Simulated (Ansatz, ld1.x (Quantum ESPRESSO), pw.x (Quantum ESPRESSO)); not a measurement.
Equation-of-state test of one TM potential (molybdenum)

* Element: Mo
* Generator: ld1.x (Quantum ESPRESSO) 7.5
* Type: norm-conserving Troullier–Martins (Kleinman–Bylander form)
* Functional: LDA (PW92)
* Relativity: scalar-relativistic
* Frozen core: [Kr]
* Valence charge: 6
* Reference configuration: 4d3 5s0 5p0 (charge +3)
* Partial waves: 5s (bound, empty): rc 2.35 bohr; 4d (bound): rc 1.80 bohr; 5p (bound, empty): rc 2.90 bohr
* Local potential: the p channel
* Core correction: Bessel-smoothed model core inside 1.55 bohr

Atomic tests: cutoffs needed: 40 Ry and 50 Ry (the cutoffs (Ry, on a coarse ladder) from which the occupation-weighted sum of valence levels, in a spherical-Bessel basis at the reference potential, stays within 10 and 1 mRy of its value at 400 Ry); ghost test: no extra level below or beside the all-electron valence levels (s, d, p, f tested) (spherical-Bessel basis up to 400 Ry, 20 bohr box); largest excitation error: -1390 meV (all-electron minus pseudo) for 4d6 5s0 5p0, out of 7 test configurations.

Crystal test: fcc Mo in pw.x 7.5, no spin, 14³ k-points, Fermi–Dirac smearing 0.01 Ry, cutoffs 60/240 Ry. The reference is all-electron LAPW (Ansatz 0.2.0) with the same functional, mesh and smearing; V0 and B0 come from Birch–Murnaghan fits to the pressures at five volumes. Errors are pseudo minus all-electron; Δ is the rms difference of the E(V) curves that follow from these fits, minima aligned, over ±6 % about the mean V0. Mesh and smearing are coarse, so the numbers serve the comparison and aren't converged zero-temperature values; the lattice is a test structure that the element need not adopt.

```json
{"V (Å³/atom)": "14.493", "P all-electron (GPa)": "15.36", "P pseudo (GPa)": "68.08"}
{"V (Å³/atom)": "14.875", "P all-electron (GPa)": "7.32", "P pseudo (GPa)": "55.01"}
{"V (Å³/atom)": "15.256", "P all-electron (GPa)": "0.23", "P pseudo (GPa)": "43.43"}
{"V (Å³/atom)": "15.637", "P all-electron (GPa)": "-6.02", "P pseudo (GPa)": "33.19"}
{"V (Å³/atom)": "16.019", "P all-electron (GPa)": "-11.54", "P pseudo (GPa)": "24.10"}
```

All-electron: a0 = 3.938 Å (V0 = 15.27 Å³/atom), B0 = 265.2 GPa.

Pseudopotential: mean pressure error (GPa): +43.69. The pressure does not cross zero within the volumes sampled, so no fit is given. The largest radius (2.90 bohr) exceeds half the bond length (2.63 bohr), so the spheres overlap, which is one possible source of error among others. This is a poor potential for the solid.

At the middle volume, how do free energy and pressure move when the wave cutoff is lowered (ecutrho kept at four times it)?

```tsv
cutoff (Ry)	shift of F (meV/atom)	shift of P (GPa)
27	+2117.0	-76.17
36	+335.7	-18.99
48	+7.7	-1.06
```

Input at the middle volume:

```
&control
  calculation='scf', prefix='x', pseudo_dir='./', outdir='./tmp', tstress=.true., disk_io='none'
/
&system
  ibrav=0, nat=1, ntyp=1, ecutwfc=60, ecutrho=240, nbnd=10,
  occupations='smearing', smearing='fd', degauss=0.01
/
&electrons
  conv_thr=1e-09, mixing_beta=0.4, electron_maxstep=70
/
ATOMIC_SPECIES
Mo 1.0 Mo.UPF
CELL_PARAMETERS angstrom
  0.00000000 1.96850669 1.96850669
  1.96850669 0.00000000 1.96850669
  1.96850669 1.96850669 0.00000000
ATOMIC_POSITIONS crystal
Mo 0.0000 0.0000 0.0000
K_POINTS automatic
14 14 14 0 0 0
```

```bash
pw.x < Mo.scf.in > Mo.scf.out
```

Lines of the output:

```
Message from routine setup:
     using ibrav=0 with symmetry is DISCOURAGED, use correct ibrav instead
     lattice parameter (alat)  =       5.2608  a.u.
     unit-cell volume          =     102.9526 (a.u.)^3
     number of electrons       =         6.00
     number of Kohn-Sham states=           10
     kinetic-energy cutoff     =      60.0000  Ry
     charge density cutoff     =     240.0000  Ry
     scf convergence threshold =      1.0E-09
     Exchange-correlation= PW
     number of k points=   104  Fermi-Dirac smearing, width (Ry)=  0.0100
     iteration #  1     ecut=    60.00 Ry     beta= 0.40
     total energy              =     -34.25863895 Ry
     estimated scf accuracy    <       1.99440964 Ry
     iteration #  2     ecut=    60.00 Ry     beta= 0.40
     total energy              =     -34.12928533 Ry
     estimated scf accuracy    <       0.33182527 Ry
     iteration #  3     ecut=    60.00 Ry     beta= 0.40
     total energy              =     -34.20279158 Ry
     estimated scf accuracy    <       0.00700057 Ry
     iteration #  4     ecut=    60.00 Ry     beta= 0.40
     total energy              =     -34.20241820 Ry
     estimated scf accuracy    <       0.00897425 Ry
     iteration #  5     ecut=    60.00 Ry     beta= 0.40
     total energy              =     -34.20474807 Ry
     estimated scf accuracy    <       0.00043785 Ry
     iteration #  6     ecut=    60.00 Ry     beta= 0.40
     total energy              =     -34.20480935 Ry
     estimated scf accuracy    <       0.00000839 Ry
     iteration #  7     ecut=    60.00 Ry     beta= 0.40
     total energy              =     -34.20481173 Ry
     estimated scf accuracy    <       0.00000082 Ry
     iteration #  8     ecut=    60.00 Ry     beta= 0.40
     total energy              =     -34.20481193 Ry
     estimated scf accuracy    <       0.00000001 Ry
     iteration #  9     ecut=    60.00 Ry     beta= 0.40
     total energy              =     -34.20481193 Ry
     estimated scf accuracy    <          5.0E-09 Ry
     iteration # 10     ecut=    60.00 Ry     beta= 0.40
     the Fermi energy is    14.5686 ev
!    total energy              =     -34.20481193 Ry
     estimated scf accuracy    <          9.8E-11 Ry
     smearing contrib. (-TS)   =      -0.00558489 Ry
     The total energy is F=E-TS. E is the sum of the following terms:
     one-electron contribution =      11.74315849 Ry
     hartree contribution      =       0.40294660 Ry
     xc contribution           =     -24.16014899 Ry
     ewald contribution        =     -22.18518315 Ry
     convergence has been achieved in  10 iterations
          total   stress  (Ry/bohr**3)                   (kbar)     P=      434.33
     Message from routine punch:
     Nothing written, as per user request (disk_io='none')
```

The run at the middle volume (104 k-points, 10 iterations) took about 6.6 s on one core of a shared host (Neoverse-V2, 32 threads, 247 GiB, load 15).
